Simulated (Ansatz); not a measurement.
# TiGe2As4 monolayer in a perpendicular field, part 2 of 2

What dipole does a perpendicular field induce in the TiGe2As4 monolayer? A positive field points along +c.

Ansatz 0.2.0; plane-wave DFT, PBE-D3(BJ), Ansatz PAW (set soft_1); PAW set soft_1.

So far. Step 2 (Relaxing the slab): The lattice constant a goes from 3.730 to 3.735 Å.

### 3. Atoms held, field 0

A sawtooth potential applies the field, turning back in the middle of the vacuum. With the dipole correction the typed value is the field outside the slab. The induced dipole is small, so the SCF threshold is tight.

The cell differs from the one that the last finished run ended in (c 49.615 → 28.051 Å).

File input.yaml:

```yaml
crystal:
  lattice:
    - [3.7351095993, 0.0, 0.0]
    - [-1.8675547997, 3.2346997989, 0.0]
    - [0.0, 0.0, 28.0510010911]
  atoms:
    - { symbol: As, position: [0.0, 0.0, 0.3208441642] }
    - { symbol: Ge, position: [0.3333333333, 0.6666666667, 0.3620712746] }
    - { symbol: As, position: [0.3333333333, 0.6666666667, 0.4486783901] }
    - { symbol: Ti, position: [0.0, 0.0, 0.5] }
    - { symbol: As, position: [0.3333333333, 0.6666666667, 0.5513216099] }
    - { symbol: Ge, position: [0.3333333333, 0.6666666667, 0.6379287254] }
    - { symbol: As, position: [0.0, 0.0, 0.6791558358] }
kpoints:
  mp_grid: { grid: [12, 12, 1] }
  band_path:
    path: [[0, 0, 0], [0.5, 0, 0], [0.33333333, 0.33333333, 0], [0, 0, 0]]
    npoints: 16
hamiltonian:
  xc: pbe
  dispersion: d3bj
  pseudopotentials: { kind: paw, azcp: { folder: soft_1 } }
scf:
  occupations: { method: fermi_dirac, width: 0.02585 }
  convergence: { dr2_threshold: 1.0e-10 }
efield:
  axis: 3
  dipole_correction: true
  ramp_position: 0.97
  ramp_width: 0.06
  amplitude: 0
output:
  dos: { projected: true, e_range: [-6, 5] }
  write_potential: true
  write_density: true
  volumetric_format: npy
  elf: true
```

Started as:

```sh
ansatz run input.yaml --threads 4 --pin off --max-ram 6144MiB --backend cpu --events-out ev --progress --plain --runs-dir out
```

Numbers of over 12 decimals in the logs are rounded to 6 here.

Log:

```text
[...]
Crystal: 7 atoms, lattice volume = 338.911 Å³
Basis set: ecut = 420 eV, 6609 PW (Γ)
Bands: 60, of which v1, the nominal top of the filled ones, is band 50 counted from 1 (49 counted from 0)
Symmetry: 6 space group operations
k-points: 19 of 144 (time reversal used)
[...]
SCF iter   1: F=—  HF=-30518.456048 eV  |F-HF|=—  |Δ(HF+E_count)|=         —  Δρ=2.43e-2  dr2=5.81e0  ethr=3.10e-3  p=-0.000 e·Å  D=-1.37e-14 V/Å  ΔV_dip=0.00 eV  dr2_dipole=6.44e-8  V_vac-E_F(+/−)=6.66/6.66 eV  ⟨swp⟩=6.8  Hψ=4233  notcnv=0  defer=3
efield: sawtooth ramp at fractional position 0.9700 (set: `efield.ramp_position`, or a place that a band, a saddle search or an elastic batch's reference lends), width 0.0600; the density the first Hamiltonian is built on has a dipole p = -0.000 e·Å; the dipole correction subtracts the counter field D = -1.37e-14 V/Å, which shifts the + side's vacuum level by +0.00 eV against the − side's; the planar-averaged density in the ramp window peaks in size at 1.9e-6 e/Å³
[...]
SCF iter   2: F=—  HF=-30518.116736 eV  |F-HF|=—  |Δ(HF+E_count)|=   3.39e-1  Δρ=1.31e-2  dr2=2.18e0  ethr=3.10e-3  p=-0.000 e·Å  D=-2.84e-5 V/Å  ΔV_dip=0.00 eV  dr2_dipole=1.56e-6  V_vac-E_F(+/−)=3.97/3.97 eV  ⟨swp⟩=3.3  Hψ=2121  notcnv=0  defer=60
[...]
SCF iter  13: F=-30517.754013 eV  HF=-30517.754013 eV  |F-HF|=6.55e-11  |Δ(HF+E_count)|=  4.00e-11  Δρ=1.16e-7  dr2=6.47e-11  ethr=1.00e-12  p=0.000 e·Å  D=1.26e-7 V/Å  ΔV_dip=-0.00 eV  dr2_dipole=1.07e-12  V_vac-E_F(+/−)=5.05/5.05 eV  ⟨swp⟩=10.7  Hψ=4414  notcnv=0
SCF 1 converged in 13 iterations: F = -30517.754013 eV  dr2 = 6.47e-11
[...]
NSCF: frozen V_eff on 49 k-points
efield: sawtooth ramp at fractional position 0.9700 (kept from the solve that this one continues, or follows in the run), width 0.0600; the density the first Hamiltonian is built on has a dipole p = 0.000 e·Å; the dipole correction subtracts the counter field D = 1.26e-7 V/Å, which shifts the + side's vacuum level by -0.00 eV against the − side's; the planar-averaged density in the ramp window peaks in size at 1.8e-6 e/Å³
WARN: The output density's exchange-correlation potential varies sharply where the density is thin. Do not read a vacuum level from v_tot or v_xc, or from such a field of the output density. On a cell that repeats whose density bears no net charge and no dipole along the vacuum's axis use v_es (v_loc + v_h of the components); under efield.dipole_correction with no amplitude use v_es + v_field, which holds any externa [...]
SCF converged after 13 iterations
Free energy (F): -30517.754013 eV
[...]
Internal energy: -30517.751652 eV  (E = F + TS)
E sigma→0 (E₀):  -30517.752832 eV
Entropy (-TS):   -0.002361 eV (-0.337 meV/atom)
Fermi energy:    1.261213 eV
Dipole field:    D = -0.000001 V/Å  (p = -0.000002 e·Å, saw-weighted, corrected)
Work function:   Φ+ = 5.0525 eV   Φ− = 5.0525 eV
Levels:          The Fermi level and band energies are counted from a zero that moves with the ramp; work functions are not
[...]
--- Band table (eV; the first three rows and the last of 19) ---
  k-point 0: bands = [... 46 lower, 0.9536, 0.9536, 1.3156, 1.3156, 1.9926, 3.0114, 3.1336, 4.1438, ... 6 higher]
  k-point 1: bands = [... 46 lower, 0.6490, 0.7854, 1.1510, 1.2072, 2.0814, 3.5441, 3.5661, 4.0224, ... 6 higher]
  k-point 2: bands = [... 46 lower, 0.4693, 0.5037, 0.8022, 0.9516, 1.9862, 3.3814, 3.3927, 4.0349, ... 6 higher]
  k-point 18: bands = [... 46 lower, -0.9937, -0.9910, -0.1265, 0.5729, 2.1267, 2.5253, 2.6420, 3.3087, ... 6 higher]
```

Wall time 30 s (4 threads of Arm Neoverse V1, shared host); peak memory 1.2 GiB.

This step gave:

```yaml
energy_at_zero_smearing: -30517.7528 eV
work_function_upper_face: 5.052 eV
dipole_along_the_normal: -1.77e-6 e·Å
```

Running mean over a fixed 2.8 Å (it still follows the layers) of the planar mean; the ramp of the sawtooth is left out. Table of electron's electrostatic potential energy less the Fermi level by z:

z (Å), electron's electrostatic potential energy less the Fermi level (eV) and a bar from the least value:
```
      3.5       5.05 ##############################
      4.0       5.05 ##############################
      4.5       5.05 ##############################
      5.0       5.05 ##############################
      5.5       5.04 ##############################
      6.0       4.99 ##############################
      6.5       4.81 #############################
      7.0       4.11 ###########################
      7.5       2.92 ########################
      8.0       1.48 ###################
      8.5      -0.60 #############
      9.0      -2.34 ########
      9.5      -3.41 #####
     10.0      -3.04 ######
     10.5      -2.48 ########
     11.0      -1.76 ##########
     11.5      -0.78 #############
     12.0      -0.76 #############
     12.5      -1.89 #########
     13.0      -3.72 ####
     13.5      -4.77 #
     14.0      -5.06 
     14.5      -4.83 #
     15.0      -3.87 ####
     15.5      -2.06 #########
     16.0      -0.82 #############
     16.5      -0.73 #############
     17.0      -1.64 ##########
     17.5      -2.44 ########
     18.0      -2.97 ######
     18.5      -3.42 #####
     19.0      -2.49 ########
     19.5      -0.80 #############
     20.0       1.29 ###################
     20.5       2.79 #######################
     21.0       3.99 ###########################
     21.5       4.78 #############################
     22.0       4.98 ##############################
     22.5       5.04 ##############################
     23.0       5.05 ##############################
     23.5       5.05 ##############################
     24.0       5.05 ##############################
     24.5       5.05 ##############################
```

The density of states has structure finer than the step of the table below, so its rows give means over 0.2 eV, whole bins alone (the curve runs from -6 to 1.99 eV). Peaks (eV: height): -4.24: 11.7, -3.49: 8.57, -2.86: 8.52, -1.95: 9.52, -1.81: 10.2, -1.40: 9.99, -0.84: 16.5.

The density of states by energy, zero at the Fermi level; means over each step:

energy (eV), density of states (states/eV a cell) and a bar:
```
     -5.8        0.6 ##
     -5.6        0.9 ###
     -5.4        1.1 ###
     -5.2        0.0 
     -5.0        0.0 
     -4.8        0.0 
     -4.6        0.0 
     -4.4        1.5 ####
     -4.2        5.7 ################
     -4.0        3.0 ########
     -3.8        3.7 ##########
     -3.6        3.3 #########
     -3.4        4.9 #############
     -3.2        3.3 #########
     -3.0        2.6 #######
     -2.8        4.8 #############
     -2.6        2.9 ########
     -2.4        4.5 ############
     -2.2        6.6 ##################
     -2.0        6.5 ##################
     -1.8        6.8 ###################
     -1.6        3.8 ##########
     -1.4        5.8 ################
     -1.2        4.6 ############
     -1.0        6.4 ##################
     -0.8       11.0 ##############################
     -0.6        4.0 ###########
     -0.4        1.7 #####
     -0.2        1.0 ###
      0.0        0.9 ##
      0.2        1.8 #####
      0.4        3.6 ##########
      0.6        2.6 #######
      0.8        1.8 #####
      1.0        0.0 
      1.2        1.1 ###
      1.4        3.4 #########
      1.6        2.9 ########
      1.8        4.9 #############
```

Projected DOS per atom over height of the atomic layer and energy from the Fermi level. Layers: As Ge As Ti As Ge As from below.

Values in states/eV, 22 rows by 7 columns, each cell a mean:
```
0.39 0.29 0.25 2.98 0.25 0.29 0.39
0.34 0.28 0.18 1.52 0.18 0.28 0.34
0.04 0.05 0.04 0.25 0.04 0.05 0.04
0.10 0.07 0.04 1.45 0.04 0.07 0.10
0.10 0.11 0.07 2.31 0.07 0.11 0.10
0.06 0.04 0.09 0.62 0.09 0.04 0.06
0.18 0.07 0.32 0.52 0.32 0.07 0.18
1.07 0.28 1.72 1.69 1.72 0.28 1.07
0.71 0.27 1.12 1.32 1.12 0.27 0.71
0.86 0.41 0.80 0.82 0.80 0.41 0.86
1.41 0.62 0.91 0.64 0.91 0.62 1.41
1.05 0.71 1.08 0.62 1.08 0.71 1.05
0.61 0.49 0.49 0.38 0.49 0.49 0.61
0.58 0.44 0.51 0.35 0.51 0.44 0.58
0.57 0.50 0.69 0.43 0.69 0.50 0.57
0.47 0.49 0.59 0.34 0.59 0.49 0.47
0.36 0.44 0.72 0.34 0.72 0.44 0.36
0.45 0.55 0.56 0.15 0.56 0.55 0.45
0.00 0.00 0.00 0.00 0.00 0.00 0.00
0.00 0.00 0.00 0.00 0.00 0.00 0.00
0.15 0.14 0.09 0.01 0.09 0.14 0.15
0.12 0.12 0.05 0.01 0.05 0.12 0.12
```
Columns: height of the atomic layer (Å) from 9 to 19.1 (not evenly spaced); rows upwards: energy from the Fermi level (eV) from -5.96 to 1.96.

The electronic bands at the labelled points (eV, zero at the Fermi level):

| point | band 47 | band 48 | band 49 | band 50 | band 51 | band 52 | band 53 | band 54 |
| --- | --- | --- | --- | --- | --- | --- | --- | --- |
| Γ | -0.31 | -0.31 | 0.05 | 0.05 | 0.73 | 1.75 | 1.87 | 2.88 |
| halfway | -1.24 | -0.84 | -0.75 | -0.60 | 0.48 | 1.83 | 1.93 | 2.30 |
| M | -1.80 | -1.37 | -1.08 | -0.45 | -0.02 | 1.41 | 1.57 | 1.84 |
| halfway | -1.80 | -1.70 | -1.32 | -0.85 | 0.46 | 1.32 | 1.68 | 2.07 |
| K | -2.25 | -2.25 | -1.39 | -0.69 | 0.87 | 1.26 | 1.38 | 2.05 |
| halfway | -1.40 | -1.06 | -0.86 | -0.71 | 0.48 | 1.97 | 2.15 | 2.35 |
| Γ | -0.31 | -0.31 | 0.05 | 0.05 | 0.73 | 1.75 | 1.87 | 2.88 |

Electrostatic potential energy in the ca plane at fractional y = 0.667, with atoms of Ge and As within 0.2 Å of it. With pseudopotentials it is smooth inside the atoms' cores, unlike the true potential.

Values in eV, 6 rows by 16 columns, each cell a mean:
```
  6   6   6   6   6   6   4  -2   1   4   5   3  -4   1   5   5
  6   6   6   6   6   6   5  -1   1   4   4   2  -2   1   4   4
  6   6   6   6   6   6   5   2 -10  -5  -5  -9   0  -6  -8  -1
  6   6   6   6   6   6   6  -1 -18 -14  -7  -1  -3  -6  -4 -10
  6   6   6   6   6   6   5   0 -17 -12  -8  -5  -2  -7  -7  -8
  6   6   6   6   6   6   5   1  -5  -1  -1  -5   0  -3  -3   1
```
Columns run along c (16.0 Å, from fractional 0.06 to 0.63 of the cell; values clipped at the 3rd and 97th percentile), rows up along a (3.7 Å). Atoms in or near the plane, at fractional coordinates: Ge at (0.36, 0.33), As at (0.45, 0.33), As at (0.55, 0.33).

Valence density in the ca plane at fractional y = 0.667, with atoms of Ge and As within 0.2 Å of it. It is the smooth field of the valence electrons, not physical close to the nuclei.

Values in e/Å³, 6 rows by 16 columns, each cell a mean:
```
 0  0  0  0  0  0  0  0  0  0  0  0  0  0  0  0
 0  0  0  0  0  0  0  0  0  0  0  0  0  0  0  0
 0  0  0  0  1  1  0  1  0  0  1  0  1  0  0  0
 0  0  0  0  7  9  1 15  1  2 15  1 14  2  0  0
 0  0  0  0  4  5  1  9  1  1  8  0  8  1  0  0
 0  0  0  0  0  0  0  0  0  0  0  0  0  0  0  0
```
Columns run along c (16.0 Å, from fractional 0.19 to 0.76 of the cell), rows up along a (3.7 Å). Atoms in or near the plane, at fractional coordinates: Ge at (0.36, 0.33), As at (0.45, 0.33), As at (0.55, 0.33), Ge at (0.64, 0.33).

ELF in the ca plane at fractional y = 0.667, with atoms of Ge and As within 0.2 Å of it. It is the smooth field of the valence electrons, not physical close to the nuclei.

Values, 6 rows by 16 columns, each cell a mean:
```
0.00 0.00 0.00 0.00 0.01 0.17 0.59 0.58 0.47 0.14 0.16 0.30 0.07 0.24 0.24 0.08
0.00 0.00 0.00 0.00 0.01 0.13 0.52 0.58 0.51 0.21 0.27 0.46 0.11 0.37 0.37 0.15
0.00 0.00 0.00 0.00 0.00 0.03 0.17 0.41 0.47 0.44 0.57 0.67 0.36 0.64 0.60 0.47
0.00 0.00 0.00 0.00 0.00 0.00 0.03 0.25 0.29 0.43 0.51 0.29 0.38 0.39 0.35 0.58
0.00 0.00 0.00 0.00 0.00 0.01 0.05 0.28 0.30 0.45 0.55 0.40 0.39 0.48 0.43 0.57
0.00 0.00 0.00 0.00 0.00 0.05 0.28 0.49 0.54 0.39 0.52 0.70 0.29 0.63 0.60 0.38
```
Columns run along c (16.0 Å, from fractional 0.06 to 0.63 of the cell), rows up along a (3.7 Å). Atoms in or near the plane, at fractional coordinates: Ge at (0.36, 0.33), As at (0.45, 0.33), As at (0.55, 0.33).

The work function of the upper face is 5.05 eV.

### 4. Single point, field 0.1 V/Å

input.yaml, as its differences from that of step 3:

```diff
@@ -28,7 +28,6 @@
   dipole_correction: true
-  ramp_position: 0.97
-  ramp_width: 0.06
-  amplitude: 0
+  ramp_position: 0.9604
+  ramp_width: 0.0791
+  amplitude: 0.1
 output:
-  dos: { projected: true, e_range: [-6, 5] }
   write_potential: true
@@ -36,2 +35 @@
   volumetric_format: npy
-  elf: true
```

Log:

```text
[...]
Crystal: 7 atoms, lattice volume = 338.911 Å³
Basis set: ecut = 420 eV, 6609 PW (Γ)
Bands: 60, of which v1, the nominal top of the filled ones, is band 50 counted from 1 (49 counted from 0)
Symmetry: 6 space group operations
k-points: 19 of 144 (time reversal used)
[...]
k-point 0: bands = [... 46 lower, 0.9539, 0.9539, 1.3155, 1.3155, 1.9922, 3.0087, 3.1354, 4.1432, ... 6 higher]
  k-point 1: bands = [... 46 lower, 0.6486, 0.7858, 1.1507, 1.2070, 2.0810, 3.5332, 3.5757, 4.0214, ... 6 higher]
  k-point 2: bands = [... 46 lower, 0.4693, 0.5034, 0.8018, 0.9514, 1.9859, 3.3705, 3.4024, 4.0341, ... 6 higher]
  k-point 18: bands = [... 46 lower, -0.9942, -0.9914, -0.1270, 0.5729, 2.1264, 2.5248, 2.6417, 3.3084, ... 6 higher]
[key lines of the parts left out:]
SCF converged after 15 iterations
Free energy (F): -30517.758114 eV
Fermi energy:    1.260907 eV
Dipole field:    D = 0.043794 V/Å  (p = 0.082024 e·Å, saw-weighted, corrected)
```

It took 30 s on 4 threads; peak memory 1 GiB; 2 min of CPU time.

The dipole is 0.0820 e·Å.

### 5. Single point, field -0.1 V/Å

input.yaml, as its differences from that of step 4:

```diff
@@ -30,3 +30,3 @@
   ramp_width: 0.0791
-  amplitude: 0.1
+  amplitude: -0.1
 output:
```

Log:

```text
[...]
Crystal: 7 atoms, lattice volume = 338.911 Å³
Basis set: ecut = 420 eV, 6609 PW (Γ)
Bands: 60, of which v1, the nominal top of the filled ones, is band 50 counted from 1 (49 counted from 0)
Symmetry: 6 space group operations
k-points: 19 of 144 (time reversal used)
[...]
k-point 0: bands = [... 46 lower, 0.9537, 0.9537, 1.3153, 1.3153, 1.9920, 3.0086, 3.1352, 4.1430, ... 6 higher]
  k-point 1: bands = [... 46 lower, 0.6485, 0.7856, 1.1505, 1.2068, 2.0809, 3.5330, 3.5755, 4.0213, ... 6 higher]
  k-point 2: bands = [... 46 lower, 0.4692, 0.5032, 0.8017, 0.9512, 1.9857, 3.3703, 3.4022, 4.0339, ... 6 higher]
  k-point 18: bands = [... 46 lower, -0.9944, -0.9915, -0.1271, 0.5727, 2.1262, 2.5247, 2.6415, 3.3082, ... 6 higher]
[key lines of the parts left out:]
SCF converged after 15 iterations
Free energy (F): -30517.758114 eV
Fermi energy:    1.260749 eV
Dipole field:    D = -0.043794 V/Å  (p = -0.082024 e·Å, saw-weighted, corrected)
```

Elapsed: 30 s, on 4 threads; peak memory 1 GiB; 2 min of CPU time.

The dipole is -0.0820 e·Å.

### 6. Response, atoms held

This step: plane-wave DFT, PBE-D3(BJ), Ansatz PAW (set soft_1); response to a field along the normal, atoms held; PAW set soft_1 (Ansatz 0.2.0).

The dipoles give the slope, and the difference of two potentials shows where the field is screened.

This step gave:

```yaml
equivalent_conductor_thickness_p_eps_0ae: 12.28 Å
distance_between_the_outer_atoms: 10.05 Å
```

The dipole of the cell by applied field:

| applied field (V/Å) | dipole of the cell (e·Å) |
| --- | --- |
| -0.1000 | -0.0820 |
| 0.0000 | -1.8e-6 |
| 0.1000 | 0.0820 |

Local field over the applied field, running mean. From the potentials at -0.1 and 0.1 V/Å; running mean over 2.5 Å. The local field over applied field by z:

| z (Å) | local field over applied field |
| --- | --- |
| 4.5 | 0.998 |
| 5.0 | 0.993 |
| 5.5 | 0.981 |
| 6.0 | 0.952 |
| 6.5 | 0.884 |
| 7.0 | 0.762 |
| 7.5 | 0.596 |
| 8.0 | 0.418 |
| 8.5 | 0.246 |
| 9.0 | 0.111 |
| 9.5 | 0.0484 |
| 10.0 | 0.0357 |
| 10.5 | 0.0347 |
| 11.0 | 0.0465 |
| 11.5 | 0.0542 |
| 12.0 | 0.0363 |
| 12.5 | 0.0221 |
| 13.0 | 0.0252 |
| 13.5 | 0.0187 |
| 14.0 | 0.00900 |
| 14.5 | 0.0173 |
| 15.0 | 0.0252 |
| 15.5 | 0.0219 |
| 16.0 | 0.0340 |
| 16.5 | 0.0537 |
| 17.0 | 0.0481 |
| 17.5 | 0.0353 |
| 18.0 | 0.0351 |
| 18.5 | 0.0462 |
| 19.0 | 0.100 |
| 19.5 | 0.230 |
| 20.0 | 0.400 |
| 20.5 | 0.578 |
| 21.0 | 0.746 |
| 21.5 | 0.875 |
| 22.0 | 0.947 |
| 22.5 | 0.980 |
| 23.0 | 0.992 |
| 23.5 | 0.997 |

The induced electron density oscillates, so the rows of the table below give means over windows of 1 Å about each position, cut where the curve ends. Its maxima inside the range that stand out by 2 % of the span (Å: e/Å³ per V/Å): 7.9: 0.00350, 11.1: 5.7e-4, 12.6: 7.1e-4, 14.5: 0.00102, 16.2: 2.4e-4, 17.7: 0.00126. Its minima: 10.4: -0.00126, 11.8: -2.4e-4, 13.6: -0.00102, 15.5: -7.1e-4, 16.9: -5.7e-4, 20.2: -0.00350.

Electrons, planar mean, per unit field. The induced electron density by z; means over each step:

z (Å), induced electron density (e/Å³ per V/Å) and a bar from the least value:
```
        5    0.00004 ###############
        6    0.00028 ################
        7    0.00152 #######################
        8    0.00293 ##############################
        9    0.00083 ###################
       10   -0.00047 ############
       11    0.00016 ################
       12    0.00010 ###############
       13    0.00009 ###############
       14   -0.00005 ###############
       15   -0.00001 ###############
       16   -0.00012 ##############
       17   -0.00022 ##############
       18    0.00054 ##################
       19   -0.00079 ###########
       20   -0.00285 
       21   -0.00163 ######
       22   -0.00030 #############
       23   -0.00004 ###############
```

By hand: between -0.1 and 0.1 V/Å the dipole changes by 0.1640 e·Å, a slope of 0.8202 e·Å²/V. A perfect conductor of thickness t has p = ε₀AEt, so t = 180.95 × 0.8202 / 12.082 = 12.28 Å (e/ε₀ = 180.95 V·Å, A in Å²).

The induced dipole is that of a conductor 12.28 Å thick.

### 7. Summary of results

```yaml
gap_without_field: none
work_function_upper_face: 5.05 eV
equivalent_conductor_thickness_atoms_held: 12.3 Å
```

In words: The induced dipole equals that of a perfect conductor 12.28 Å thick, while the outer atoms lie 10.05 Å apart. There is no gap over 0.03 eV, with or without the field. The main runs have no spin polarisation; a magnetic state could lie lower and would change these results. Spin-orbit coupling is left out. The outer anions sit over the metal atoms, one of several polytypes of such layers and not the lowest for every compound.

[Logs are printed without paths, hosts, clocks, repeated set-up lines and the standing remarks that a program may print on its own settings, such as how far it seeks lower states.]

[Hosts, paths, dates, database ids (printed as entryN), source tags and the programs' standing remarks are cut or masked in the printed files.]

[Maps of the electrostatic potential energy from Ansatz leave out the sawtooth potential of an applied field or a dipole correction, so their vacuum need not be flat; planar profiles and work functions include it.]

[The density of states shown here was stored with 400 of the rows of the run's finer table, so its peaks can read low, often by over a quarter, or be missed, and its means over a window can be off by a tenth or more.]
